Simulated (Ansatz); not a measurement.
The system is Sb.

```xyz
2
Lattice="3.3545 0.0000 0.0000 -1.6773 2.9051 0.0000 0.0000 0.0000 5.4702" Properties=species:S:1:pos:R:3 pbc="T T T"
Sb    1.6773    0.9684    4.1026
Sb    0.0000    1.9367    1.3675
```

This isn't the form of Sb at room conditions, which is rhombohedral.

Base run:

| Item | Value |
| --- | --- |
| Program | Ansatz 0.2.0 |
| Functional | r2SCAN |
| Potentials or basis | Ansatz PAW |
| Cutoff | 500 eV (not typed: the program's choice for these potentials) |
| k mesh | 9 × 9 × 5 |
| Occupations | fermi-dirac, width 0.05 eV |
| Spin | no spin polarisation |

Its results: band gap on the k mesh none (metal or under the smearing width); pressure 0.7 GPa.

Question: The run is repeated on the same cell with these changes: functional from r2SCAN to PBE; cutoff from 500 eV (not typed: the program's choice for these potentials) to 420 eV (not typed: the program's choice for these potentials); occupations from fermi-dirac, width 0.05 eV to gaussian, width 0.012 eV. What comes out?

Answer: Band gap on the k mesh none (metal or under the smearing width); pressure 1.5 GPa.

Caveats: spin-orbit coupling is left out, which moves the levels of the heavy elements (some runs); the PAW data sets come from PBE, with cores solved anew for the run's functional, which leaves a small shift of forces and pressure (some runs).
